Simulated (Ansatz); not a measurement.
Notes on NbSb

```
Nb Sb
1.0
     0.00000    3.65242    0.00000
     3.65242    0.00000    0.00000
     1.82621    1.82621   -6.25031
Nb Sb
2 2
Direct
  0.00000 0.00000 0.00000
  0.75000 0.25000 0.50000
  0.50000 0.50000 0.00000
  0.25000 0.75000 0.50000
```

The numbers come from plane-wave PAW DFT (Ansatz): PBE, no spin polarisation, 420 eV, 10×10×10 Γ-centred k points, fermi-dirac occupations (width 0.1 eV). Nothing was relaxed.

(1) What is the formation energy?

(2) Which element gives electrons and which takes them?

(3) Is there a gap?

(4) What do density and ELF say about some of the short contacts?

(5) Are the atoms at rest?

Origin: a known structure type with other elements, at an estimated volume, so it need not be a known compound. Caveats: atoms or cell far from equilibrium.

## Answers

(1) 0.64 eV an atom against the elements' usual phases (free molecules for gases, crystals otherwise, with no correction for O₂ or N₂), so at this geometry it isn't bound against them. Relaxing would lower it.

(2) Bader charges in e: Nb +0.59, Sb -0.59. In the mean Nb gives up most and Sb takes most.

(3) It is a metal, with about 1.9 states/eV a cell as the mean within 0.25 eV of the Fermi level, mostly Nb d (87 %).

(4) Nb–Sb at 2.58 Å: least valence density 0.48 e/Å³ and ELF 0.39 there. Both are smooth PAW fields, read partly inside the augmentation spheres.

(5) The forces vanish by the symmetry of the sites.
